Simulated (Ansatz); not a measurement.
# CsPbCl3 (Pm-3m): Grüneisen parameters

Wanted: mode Grüneisen parameters of CsPbCl3 (Pm-3m).

Main program and level: Ansatz 0.2.0; DFT PBEsol, scalar-relativistic, plane waves, PAW; PAW set soft_1.

## Step 1: The structure

The structure is cubic, space group Pm-3m (No. 221). Conventional cell: a = 5.619 Å, b = 5.619 Å, c = 5.619 Å, α = 90.00°, β = 90.00°, γ = 90.00°. Cs has 12 Cl at 3.97 Å nearest. Nearest to Pb lie 6 Cl at 2.81 Å. Cl has 2 Pb at 2.81 Å and 4 Cs at 3.97 Å nearest. Farther neighbours and most contacts between anions are not listed.

## Step 2: Response at finite wavevector

The cell comes from relaxations at this level that are not shown. Stability and thermal properties need the whole zone. Linear response on a 2×2×2 q mesh gives force constants as far as a supercell of that size would, and the tensors from the zone-centre run are typed in so that the long-range dipole term is interpolated apart.

input.yaml reads:

```yaml
crystal:
  lattice:
    - [5.6186639858, 0.0, 0.0]
    - [0.0, 5.6186639858, 0.0]
    - [0.0, 0.0, 5.6186639858]
  atoms:
    - { symbol: Cs, position: [0.0, 0.0, 0.0] }
    - { symbol: Pb, position: [0.5, 0.5, 0.5] }
    - { symbol: Cl, position: [0.5, 0.5, 0.0] }
    - { symbol: Cl, position: [0.0, 0.5, 0.5] }
    - { symbol: Cl, position: [0.5, 0.0, 0.5] }
kpoints:
  mp_grid: { grid: [8, 8, 8] }
hamiltonian:
  xc: pbesol
  pseudopotentials: { kind: paw, azcp: { folder: soft_1 }, xc_functional: pbe }
scf:
  occupations: { method: fixed }
output:
  eigenvalues: true
phonons:
  method: dfpt
  qmesh: [2, 2, 2]
  temperatures: { t_max: 1000, t_step: 50 }
  qpath:
    path:
      - [[0.0, 0.0, 0.0], [0.0, 0.5, 0.0], [0.5, 0.5, 0.0], [0.0, 0.0, 0.0], [0.5, 0.5, 0.5], [0.0, 0.5, 0.0]]
      - [[0.5, 0.5, 0.5], [0.5, 0.5, 0.0]]
    npoints: 10
  non_analytic_term:
    high_frequency_dielectric_tensor: [[4.0422, 0.0, 0.0], [0.0, 4.0422, 0.0], [0.0, 0.0, 4.0422]]
    born_effective_charges:
      - { species: Cs, tensor: [[1.3223, 0.0, 0.0], [0.0, 1.3223, 0.0], [0.0, 0.0, 1.3223]] }
      - { species: Pb, tensor: [[3.9503, 0.0, 0.0], [0.0, 3.9503, 0.0], [0.0, 0.0, 3.9503]] }
      - { species: Cl, tensor: [[-0.724, 0.0, 0.0], [0.0, -0.724, 0.0], [0.0, 0.0, -3.8247]] }
      - { species: Cl, tensor: [[-3.8247, 0.0, 0.0], [0.0, -0.724, 0.0], [0.0, 0.0, -0.724]] }
      - { species: Cl, tensor: [[-0.724, 0.0, 0.0], [0.0, -3.8247, 0.0], [0.0, 0.0, -0.724]] }
    source: "zone-centre run at this cell"
```

Launch:

```sh
$ ansatz run input.yaml --threads 4 --pin off --max-ram 10240MiB --backend cpu --events-out ev --progress --plain --runs-dir out
```

Numbers of over 12 decimals in the logs are rounded to 6 here.

What it wrote:

```text
Engine: ansatz 0.2.0, aarch64-unknown-linux-gnu
Pseudopotentials: kind: paw
Pseudopotential: Cs, paw, valence charge 9, recommended cutoff 420 eV (normal), soft_1/Cs.paw.azcp
Pseudopotential: Pb, paw, valence charge 14, recommended cutoff 420 eV (normal), soft_1/Pb.paw.azcp
Pseudopotential: Cl, paw, valence charge 7, recommended cutoff 420 eV (normal), soft_1/Cl.paw.azcp
Functional definition: PBEsol
  exchange = pbesol_x
  correlation = pbesol_c
Crystal: 5 atoms, lattice volume = 177.378 Å³
Basis set: ecut = 420 eV, 3431 PW (Γ), exchange–correlation on 80×80×80 points (8 copies of the dense FFT grid, shifted against one another)
Bands: 27, of which v1, the nominal top of the filled ones, is band 22 counted from 1 (21 counted from 0)
Symmetry: 48 space group operations
k-points: 35 of 512
Non-local potential: Cs, projectors of the file, l = 0: 3, l = 1: 2, l = 2: 2, l = 3: 2
Non-local potential: Pb, projectors of the file, l = 0: 2, l = 1: 2, l = 2: 2, l = 3: 1
Non-local potential: Cl, projectors of the file, l = 0: 2, l = 1: 2, l = 2: 1
PAW form: soft (Blöchl's): semilocal exchange-correlation on the pseudo side does not see the compensation charge
PAW frozen core: Cs, regenerated for the run's functional, and the local potential with it (the file was generated under x = pbe(κ = 0.804, μ = 0.219515), c = pbe(β = 0.066725))
PAW frozen core: Pb, regenerated for the run's functional, and the local potential with it (the file was generated under x = pbe(κ = 0.804, μ = 0.219515), c = pbe(β = 0.066725))
PAW frozen core: Cl, regenerated for the run's functional, and the local potential with it (the file was generated under x = pbe(κ = 0.804, μ = 0.219515), c = pbe(β = 0.066725))
PAW one-centre angular grid: Cs, 194 points (default); XC on 64 Gauss nodes
PAW one-centre angular grid: Pb, 590 points (default); XC on 64 Gauss nodes
PAW one-centre angular grid: Cl, 110 points (default); XC on 64 Gauss nodes
Initial density: superposition of atomic densities (chi_scale 0.1, normalization cell, long waves kept (reshape's long-wave potential 0.01 eV rms))
Initial wavefunctions: pseudopotential atomic-orbital guess
Functional: x = pbesol(κ = 0.804, μ = 0.123457), c = pbesol(β = 0.046)
SCF iter   1: F=—  HF=-20534.057203 eV  |F-HF|=—  |Δ(HF+E_count)|=         —  Δρ=2.39e-2  dr2=2.20e0  ethr=3.10e-3  ⟨swp⟩=5.0  Hψ=3979  notcnv=0  defer=61
preconditioner: auto → Resta (q_TF=auto, 2.163 Å⁻¹)  ε∞=3.0  [insulator: Δε(μ)=1.496 eV  Ē_g=12.630 eV  n_scr=26 (ndim 8)  ℏωp=18.1 eV  f_vac=0.014  ε∞_Penn≈3.0]
SCF iter   2: F=—  HF=-20533.316899 eV  |F-HF|=—  |Δ(HF+E_count)|=   7.40e-1  Δρ=1.08e-2  dr2=6.67e-1  ethr=3.10e-3  ⟨swp⟩=3.6  Hψ=2168  notcnv=0  defer=73
SCF iter   3: F=—  HF=-20532.999054 eV  |F-HF|=—  |Δ(HF+E_count)|=   3.18e-1  Δρ=3.19e-3  dr2=5.25e-2  ethr=1.52e-3  ⟨swp⟩=3.7  Hψ=2169  notcnv=0  defer=94
SCF iter   4: F=—  HF=-20532.980824 eV  |F-HF|=—  |Δ(HF+E_count)|=   1.82e-2  Δρ=1.16e-3  dr2=3.28e-3  ethr=1.19e-4  ⟨swp⟩=3.1  Hψ=1789  notcnv=0  defer=97
SCF iter   5: F=—  HF=-20532.982001 eV  |F-HF|=—  |Δ(HF+E_count)|=   1.18e-3  Δρ=1.95e-4  dr2=7.19e-5  ethr=7.47e-6  ⟨swp⟩=2.9  Hψ=1549  notcnv=0  defer=102
SCF iter   6: F=—  HF=-20532.982109 eV  |F-HF|=—  |Δ(HF+E_count)|=   1.08e-4  Δρ=2.57e-5  dr2=1.24e-6  ethr=1.63e-7  ⟨swp⟩=2.0  Hψ=1701  notcnv=0  defer=102
SCF iter   7: F=—  HF=-20532.982114 eV  |F-HF|=—  |Δ(HF+E_count)|=   4.79e-6  Δρ=7.02e-6  dr2=6.36e-8  ethr=2.81e-9  ⟨swp⟩=2.0  Hψ=1676  notcnv=0  defer=94
SCF iter   8: F=—  HF=-20532.982114 eV  |F-HF|=—  |Δ(HF+E_count)|=   3.22e-8  Δρ=1.34e-6  dr2=2.83e-9  ethr=1.44e-10  ⟨swp⟩=2.0  Hψ=1645  notcnv=0  defer=94
SCF iter   9: F=—  HF=-20532.982114 eV  |F-HF|=—  |Δ(HF+E_count)|=   2.23e-9  Δρ=2.31e-7  dr2=9.78e-11  ethr=6.44e-12  ⟨swp⟩=2.0  Hψ=1645  notcnv=0  defer=94
SCF iter  10: F=-20532.982114 eV  HF=-20532.982114 eV  |F-HF|=2.18e-11  |Δ(HF+E_count)|=  2.15e-10  Δρ=4.11e-8  dr2=5.09e-12  ethr=1.00e-12  ⟨swp⟩=16.3  Hψ=7225  notcnv=0
SCF 1 converged in 10 iterations: F = -20532.982114 eV  dr2 = 5.09e-12
  greatest PAW one-centre occupation: 0.982 electrons in one spin orbital (limit 2), on the Pb atom at site 1 (counted from 0), in its partial waves of l = 2
NSCF: frozen V_eff on 35 k-points
NSCF: frozen V_eff on 125 k-points
DFPT response loops at q = (0, 0, 0) (fractional): preconditioner auto → Resta (q_TF=auto, 2.163 Å⁻¹)  ε∞=5.7 (no band partly filled); β = 1.00, the filter's whole step (`scf.mixing.beta` (0.50) is not read by the response loops at its default; to damp them type it under 1.00, their step now; it binds the ground state too); Broyden in place of MSR1
NSCF: frozen V_eff on 250 k-points
DFPT response loops at q = (0, 0, -0.5) (fractional): mixed as the last ones told, above
NSCF: frozen V_eff on 250 k-points
DFPT response loops at q = (0, -0.5, -0.5) (fractional): mixed as the last ones told, above
NSCF: frozen V_eff on 250 k-points
DFPT response loops at q = (-0.5, -0.5, -0.5) (fractional): mixed as the last ones told, above
SCF converged after 10 iterations
Free energy (F): -20532.982114 eV
Harris-Foulkes:  -20532.982114 eV  (|F-HF|=2.18e-11)
Internal energy: -20532.982114 eV  (E = F + TS)
E sigma→0 (E₀):  -20532.982114 eV
Fermi energy:    3.940031 eV
--- Per-component energies (eV) ---
  E_band       = -238.666030
  E_kinetic    = 892.666674
  E_local      = -2617.065289  (includes V_loc(G=0)·N_el)
  E_nonlocal   = 426.043212
  E_hartree    = 983.312846
  E_xc         = -702.547704
  E_vxc        = -624.674680  (∫ρ·V_xc dr)
  E_paw        = -17141.422897  (= ΣΔE_a)
  E_vpaw       = -282.261933  (= ΣTr[D̂ρ^β])
  E_aug_tail   = 0.000328  (compensation charges beyond the density's cutoff)
  E_ewald      = -2374.410915
  E_core_change = 0.441631  (= ΣΔE_core)
  E_smearing   = -0.000000  (= −TS)
  E_closure    = -0.000000  (closes the sum)
  Σ components = -20532.982114   (vs F -20532.982114, Δ=0.00e0)
--- Band table (eV; the first three rows and the last of 35) ---
  k-point 0: bands = [... 18 lower, 1.3639, 1.4693, 1.4693, 1.4693, 7.1920, 8.2004, 8.2004, 9.0863, ... 1 higher]
  k-point 1: bands = [... 18 lower, 1.3491, 1.4532, 1.4532, 1.4672, 7.3422, 8.3044, 8.3127, 9.1335, ... 1 higher]
  k-point 2: bands = [... 18 lower, 1.3131, 1.4144, 1.4144, 1.5540, 7.6987, 8.5055, 8.6085, 8.7305, ... 1 higher]
  k-point 34: bands = [... 18 lower, 1.7941, 1.7941, 1.7941, 3.9400, 5.7837, 5.7837, 5.7837, 8.9584, ... 1 higher]
--- Phonons (Γ-DFPT): 4 representative perturbations + reference (Σ response iterations 14) ---
  ASR residual: 1.105e-4 → 0.000e0 eV/Å²; symmetrization residual: 3.434e-5 eV/Å²
  ASR residual per site (eV/Å²): 1.32e-5 2.26e-5 1.11e-4 1.11e-4 1.11e-4
  Γ frequencies (cm⁻¹): -21.58 -21.58 -21.58 0.00 0.00 0.00 20.40 20.40 20.40 51.83 51.83 51.83 136.03 136.03 136.03
--- Phonons (arbitrary-q DFPT): 4 irreducible q on the 2×2×2 mesh ---
  q = [0.0000, 0.0000, 0.0000] (star 1, of the zone-centre solve; hermiticity 2.80e-5, symmetrization 8.85e-12): -21.58 -21.58 -21.58 -0.00 -0.00 0.00 20.40 20.40 20.40 51.83 51.83 51.83 136.03 136.03 136.03
  q = [0.0000, 0.0000, -0.5000] (star 3, 9 solved perturbations in 975 linear systems a pass and spin channel, the states on 125 of 512 k-point pairs; hermiticity 5.40e-6, symmetrization 3.35e-12): -13.36 -13.36 10.54 10.54 35.26 38.59 42.97 42.97 43.88 43.88 52.08 110.89 136.23 136.23 247.99
  q = [0.0000, -0.5000, -0.5000] (star 3, 9 solved perturbations in 975 linear systems a pass and spin channel, the states on 125 of 512 k-point pairs; hermiticity 6.12e-6, symmetrization 4.21e-13): -47.48 -20.61 -20.61 7.79 34.70 41.37 41.37 45.26 45.26 87.55 102.60 102.60 136.32 220.69 256.76
  q = [-0.5000, -0.5000, -0.5000] (star 1, 4 solved perturbations in 350 linear systems a pass and spin channel, the states on 125 of 512 k-point pairs; hermiticity 7.18e-7, symmetrization 9.74e-12): -47.93 -47.93 -47.93 -11.77 -11.77 -11.77 80.88 80.88 80.88 98.46 98.46 98.46 220.41 220.41 262.75
  sum rule: each row above includes the acoustic sum rule's correction from the zone centre's row sums; it moved no ω² by more than (0.92 cm⁻¹)²
  mesh force constants: q→R imaginary residual 6.58e-18; ASR residual 1.105e-4 → 0.000e0 eV/Å²; symmetrization residual 6.217e-15 eV/Å²
  interpolated dispersion: 63 rows × 15 modes
  density of states and harmonic sums: on the 12×12×12 q-mesh, interpolated from the force constants of a 2×2×2 supercell (with the dipole–dipole term of supplied tensors)
  largest difference from the sums on the solved wave vectors: F 4.76e-2 eV, S 5.10e-5 and C_V 1.74e-5 eV/K
  zero-point energy: 0.064367 eV/cell   skipped modes (ω ≤ 0): 291, of them read as no rigid motion or as one in doubt: 288 (3.414e0 modes/cell left out, lowest -47.93 cm⁻¹)   left out of the sums: 2.28e-1 of the cell's modes: C_V's classical limit lies that fraction below 3 k_B per atom; for a crystal, a wire or a layer, F and S can be off by more, and a phonons.interpolated_qmesh denser along its periods is the remedy for the sampling
```

Wall time 6.3 min (4 threads of Arm Neoverse V1, shared host); peak memory 1.8 GiB.

Reading the cycles: dr2 is the Hartree energy of the density residual (eV), the measure of convergence; HF is the Harris–Foulkes estimate of the energy, which meets the free energy F at convergence.

Numbers from this step:

```yaml
gap_on_the_k_mesh: 1.844 eV
volume_per_atom: 35.48 Å³
sum_rule_residual_before_enforcement: 1.11e-4 eV/Å²
lowest_frequency_on_the_path: -47.93 cm⁻¹
point_group: m-3m
highest_frequency_on_the_path_or_at_a_solved_wavevector: 262.8 cm⁻¹
highest_optical_mode_at_the_zone_centre_no_lo_to_term: 136.0 cm⁻¹
lowest_optical_zone_centre_mode: -21.58 cm⁻¹
lowest_mode_on_the_q_mesh_acoustic_modes_at_gamma_apart: -47.93 cm⁻¹
```

Frequencies (cm⁻¹) solved at each irreducible wavevector; negative means imaginary. Frequencies by wavevector, by row:

| q in reciprocal lattice units | star | mode 1 | mode 2 | mode 3 | mode 4 | mode 13 | mode 14 | mode 15 |
| --- | --- | --- | --- | --- | --- | --- | --- | --- |
| 0 0 0 | 1 | -21.6 | -21.6 | -21.6 | 0 | 136 | 136 | 136 |
| 0 0 -0.5 | 3 | -13.4 | -13.4 | 10.5 | 10.5 | 136.2 | 136.2 | 248 |
| 0 -0.5 -0.5 | 3 | -47.5 | -20.6 | -20.6 | 7.8 | 136.3 | 220.7 | 256.8 |
| -0.5 -0.5 -0.5 | 1 | -47.9 | -47.9 | -47.9 | -11.8 | 220.4 | 220.4 | 262.8 |

Symmetry leaves 4 wavevectors to solve. The lowest mode among them, the acoustic zeros apart, lies at q = (-0.5, -0.5, -0.5) and is imaginary, 47.9i cm⁻¹, so the energy falls along it.

## Step 3: Relaxing at another volume, volume ratio 0.97

The volume is scaled by 0.97 and held; symmetry leaves nothing to relax, so this is a single point. The modes can then be followed against volume.

input.yaml, the sections that differ from step 2:

```yaml
crystal:
  lattice:
    - [5.5619059236, 0.0, 0.0]
    - [0.0, 5.5619059236, 0.0]
    - [0.0, 0.0, 5.5619059236]
  atoms:
    - { symbol: Cs, position: [0.0, 0.0, 0.0] }
    - { symbol: Pb, position: [0.5, 0.5, 0.5] }
    - { symbol: Cl, position: [0.5, 0.5, 0.0] }
    - { symbol: Cl, position: [0.0, 0.5, 0.5] }
    - { symbol: Cl, position: [0.5, 0.0, 0.5] }
output:
  forces: true
  stress: true
  eigenvalues: true
# kpoints, hamiltonian, scf: as in step 2
# phonons: removed
```

What it wrote:

```text
[...]
Crystal: 5 atoms, lattice volume = 172.056 Å³
Basis set: ecut = 420 eV, 3407 PW (Γ), exchange–correlation on 80×80×80 points (8 copies of the dense FFT grid, shifted against one another)
Bands: 27, of which v1, the nominal top of the filled ones, is band 22 counted from 1 (21 counted from 0)
Symmetry: 48 space group operations
[...]
k-points: 35 of 512
[...]
k-point 0: bands = [... 18 lower, 1.5810, 1.7022, 1.7022, 1.7022, 7.4909, 8.4328, 8.4328, 9.3364, ... 1 higher]
  k-point 1: bands = [... 18 lower, 1.5655, 1.6847, 1.6847, 1.7026, 7.6485, 8.5436, 8.5504, 9.3918, ... 1 higher]
  k-point 2: bands = [... 18 lower, 1.5287, 1.6419, 1.6419, 1.8137, 8.0335, 8.8352, 8.8606, 9.1000, ... 1 higher]
  k-point 34: bands = [... 18 lower, 2.0370, 2.0370, 2.0370, 4.4088, 6.1119, 6.1119, 6.1119, 9.2558, ... 1 higher]
[key lines of the parts left out:]
SCF converged after 7 iterations
Free energy (F): -20532.969228 eV
Fermi energy:    4.408793 eV
P = ⅓ Tr σ = 0.8080 GPa (8.080 kbar)
```

The job ended after 3.2 s (4 threads; peak memory 0.53 GiB).

Numbers from this step:

```yaml
pressure: 0.8080 GPa
gap_on_the_k_mesh: 1.703 eV
volume_per_atom: 34.41 Å³
direct_gap_on_mesh: 1.703 eV
```

At this level the gap is 1.70 eV on the k-mesh of the self-consistent run, which can miss the band edges.

[end of part 1 of 2]

[Logs are printed without paths, hosts, clocks, repeated set-up lines and the standing remarks that a program may print on its own settings, such as how far it seeks lower states.]

[Hosts, paths, dates, database ids (printed as entryN), source tags and the programs' standing remarks are cut or masked in the printed files.]
